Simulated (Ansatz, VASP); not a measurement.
## Two plane-wave programs on AlO3

```
CELL_PARAMETERS angstrom
2.84809 1.64434 3.31039
-2.84809 1.64434 3.31039
0.00000 -3.28869 3.31039
ATOMIC_POSITIONS crystal
Al 0.50000 0.50000 0.50000
Al 0.00000 0.00000 0.00000
O 0.75002 0.25000 0.74998
O 0.74998 0.75002 0.25000
O 0.25000 0.74998 0.75002
O 0.24998 0.75000 0.25002
O 0.25002 0.24998 0.75000
O 0.75000 0.25002 0.24998
```

Alike in both runs: functional PBE; k mesh 4 × 4 × 4; occupations gaussian, width 0.1 eV; no spin polarisation.

Ansatz relaxed the structure, and its values are those at the end. VASP's run is a single point on that final structure, the one shown.

|  | VASP | Ansatz |
| --- | --- | --- |
| version | VASP 6.6.1 | Ansatz 0.2.0 |
| potentials or method | VASP PAW PBE potentials, release 64 (Al, O) | scalar-relativistic, plane waves, PAW |
| plane-wave cutoff (eV) | 520 | 420 |
| valence electrons in the cell | 42 | 42 |

|  | VASP | Ansatz | Ansatz less VASP |
| --- | --- | --- | --- |
| gap on the k mesh at the Fermi level (eV) | none | none | - |
| pressure (GPa) | 0.0 | 0.2 | +0.17 |

A gap of «none» marks a metal or a gap that the smearing closes. With one functional, cell and mesh, what is left measures potentials, basis and numerics.
